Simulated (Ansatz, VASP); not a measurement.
## One calculation of ZrO2 (Cubic zirconia), two programs

Contents of INCAR:

```
SYSTEM = ZrO2
PREC     = Accurate       ! precision mode
ENCUT    = 520            ! plane-wave cutoff, eV
EDIFF    = 1E-7           ! SCF threshold, eV
ISMEAR   = -1             ! smearing method
SIGMA    = 0.1            ! smearing width, eV
LREAL    = .False.        ! projectors in reciprocal space
LASPH    = .True.         ! aspherical terms in the spheres
NELM     = 100            ! most SCF steps
ALGO     = Fast           ! electronic algorithm
ISIF     = 2              ! what is computed and relaxed
LWAVE    = .False.        ! write WAVECAR
LCHARG   = .False.        ! write CHGCAR
LDIPOL   = .True.       
IDIPOL   = 3            
DIPOL    = 0.5 0.5 0.495
GGA      = PE             ! functional
NBANDS   = 46             ! bands
```

Contents of KPOINTS:

```
regular mesh
0
Gamma
  5 5 1
  0 0 0
```

POSCAR

```
ZrO2
1.0
    3.5850310000      0.0000000000      0.0000000000
    1.7925155000      3.1047279194      0.0000000000
    0.0000000000      0.0000000000     24.0497052736
Zr O
3 6
Direct
    0.0000000000      0.0000000000      0.3326444091
    0.6666666667      0.6666666667      0.4543575661
    0.3333333333      0.3333333333      0.5760707231
    1.0000000000      0.0000000000      0.4239292769
    0.6666666667      0.6666666667      0.3630726984
    0.6666666667      0.6666666667      0.5456424339
    0.3333333333      0.3333333333      0.4847858554
    0.3333333333      0.3333333333      0.6673555909
    1.0000000000      1.0000000000      0.6064990124
```

Input for Ansatz:

```yaml
crystal:
  lattice:
    - [3.585030999999999, 0.0, 0.0]
    - [1.7925154999999997, 3.1047279193547292, 0.0]
    - [0.0, 0.0, 24.049705273554743]
  atoms:
    - { symbol: Zr, position: [0.0, 0.0, 0.3326444091103631] }
    - { symbol: O, position: [0.9999999999999997, 0.0, 0.4239292768683469] }
    - { symbol: O, position: [0.6666666666666665, 0.6666666666666666, 0.36307269836302436] }
    - { symbol: Zr, position: [0.6666666666666664, 0.6666666666666669, 0.45435756612100814] }
    - { symbol: O, position: [0.6666666666666661, 0.6666666666666669, 0.545642433878992] }
    - { symbol: O, position: [0.33333333333333304, 0.33333333333333326, 0.48478585537366936] }
    - { symbol: Zr, position: [0.33333333333333304, 0.3333333333333334, 0.5760707231316532] }
    - { symbol: O, position: [0.3333333333333326, 0.3333333333333334, 0.6673555908896369] }
    - { symbol: O, position: [0.9999999999999992, 0.9999999999999999, 0.6064990123843144] }
basis:
  ecutwfc: 470.0
kpoints:
  mp_grid:
    grid: [5, 5, 1]
hamiltonian:
  xc: pbe
efield:
  axis: 3
  dipole_correction: true
scf:
  convergence:
    dr2_threshold: 1.0e-07
  occupations:
    method: fermi_dirac
output:
  write_potential: true
  forces: true
```

Alike in both runs: task single point; functional PBE; k mesh 5 × 5 × 1; no spin polarisation.

|  | VASP | Ansatz |
| --- | --- | --- |
| version | VASP 6.6.1 | Ansatz 0.2.0 |
| potentials or method | VASP PAW PBE potentials, release 64 (Zr_sv, O) | plane waves, PAW |
| plane-wave cutoff (eV) | 520 | 470 |
| occupations | fermi-dirac, width 0.1 eV | fermi-dirac |
| valence electrons in the cell | 72 | 72 |

```csv
,VASP,Ansatz,Ansatz less VASP
gap on the k mesh at the Fermi level (eV),none,none,-
rms of the force components (eV/Å),1.320,1.324,+0.0046
```

A gap of «none» marks a metal or a gap that the smearing closes. Ansatz warned: «xc_potential_rough_in_thin_density».

Caveats: the k mesh is coarse (spacing up to 0.40 Å⁻¹), so the values aren't converged.
